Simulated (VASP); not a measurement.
**CaO: single point with r2SCAN**

The system is CaO.

```
CELL_PARAMETERS angstrom
0.00000 2.60673 2.60673
2.60673 0.00000 2.60673
2.60673 2.60673 0.00000
ATOMIC_POSITIONS crystal
Ca 0.00000 0.00000 0.00000
O 0.25000 0.25000 0.25000
```

The cell was built by a generator and needn't be a form met in nature.

| Property | Result |
| --- | --- |
| Program | VASP 6.6.1 |
| Task | single point |
| Functional | r2SCAN |
| Potentials or basis | VASP PAW PBE potentials, release 64 (Ca_sv, O) |
| Cutoff | 520 eV |
| k mesh | 6 × 6 × 6 |
| Occupations | gaussian, width 0.01 eV |
| Spin | no spin polarisation |

```
Pressure               : 0.9 GPa
Band gap on the k mesh : 3.73 eV, indirect (least direct gap 4.36 eV)
```

Levels at points of the mesh, in eV from the valence-band top:
```tsv
k point	band 4	band 5	band 6	band 7	band 8	band 9	band 10	band 11	band 12	band 13
(0.00, 0.00, 0.00)	-18.62	-15.75	-0.62	-0.62	-0.62	3.73	8.65	8.65	10.29	10.29
(0.50, 0.00, 0.00)	-18.67	-15.03	-0.99	-0.36	-0.36	6.58	8.53	8.53	8.82	10.08
(0.50, 0.50, 0.00)	-18.76	-14.81	-1.42	0.00	0.00	5.34	7.22	9.74	10.04	10.04
```

Wall time 21 s on 1 thread of Intel(R) Xeon(R) 6975P-C (Granite Rapids) (shared host), peak memory 0.16 GiB.

Caveat: the PAW data sets were made with another functional, which shifts forces and pressure a little. r2SCAN opens gaps a little over a GGA but as a rule still falls short of measured ones.
